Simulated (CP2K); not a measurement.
MgTe under changes of volume

One of the cells (33.761 Å³/atom); the others are scaled copies at fixed shape and fractional positions:

```xyz
2
Lattice="4.5707 0.0000 0.0000 2.2854 3.9584 0.0000 2.2854 1.3195 3.7320" Properties=species:S:1:pos:R:3 pbc="T T T"
Te    2.2854    1.3195    0.9330
Mg    0.0000    0.0000    0.0000
```

The cell comes from a database or a generator and needn't be the stable form of this composition.

* Program: CP2K 2026.2
* Functional: PBE
* Potentials or basis: POTENTIAL_UZH Te GTH-PBE-q6, Mg GTH-PBE-q10; TZVP-MOLOPT-PBE-GTH basis
* Density cutoff: 19048 eV
* k mesh: 7 × 7 × 7
* Occupations: fermi-dirac, width 0.05 eV
* Spin: no spin polarisation

| volume (Å³/atom) | energy over the lowest point (meV/atom) | pressure (GPa) | gap on the mesh (eV) |
| --- | --- | --- | --- |
| 31.735 | 43.98 | 4.3 | 2.52 |
| 32.410 | 27.99 | 3.3 | 2.42 |
| 33.086 | 15.96 | 2.4 | 2.33 |
| 33.761 | ? | ? | ? |
| 34.436 | 2.29 | 0.9 | 2.16 |
| 35.111 | 0.00 | 0.2 | 2.08 |
| 35.787 | 0.35 | -0.4 | 2.00 |

**Question.** What does the run at 33.761 Å³/atom give?

**Answer.** Energy over the lowest point 7.51 meV/atom; pressure 1.6 GPa; gap on the mesh 2.24 eV.

Worked out: A Birch-Murnaghan fit of order 3 (a polynomial in V^(-2/3)) to the other rows has its minimum at 35.35 Å³/atom with B0 = V·E''(V) = 32 GPa and B' = 4.2. It gives 7.51 meV/atom at 33.761 Å³/atom, against the run's 7.51, and -dE/dV = 1.6 GPa, against 1.6. A straight line through the other rows of the gap, of slope -4.3 eV per unit of ln V (its deformation potential), gives 2.25 eV, against the run's 2.24.

Energies are extrapolated to zero smearing.

Caveats: spin-orbit coupling is left out, which moves the levels of the heavy elements; the basis of atomic orbitals isn't converged, which shifts pressures, moduli and gaps.
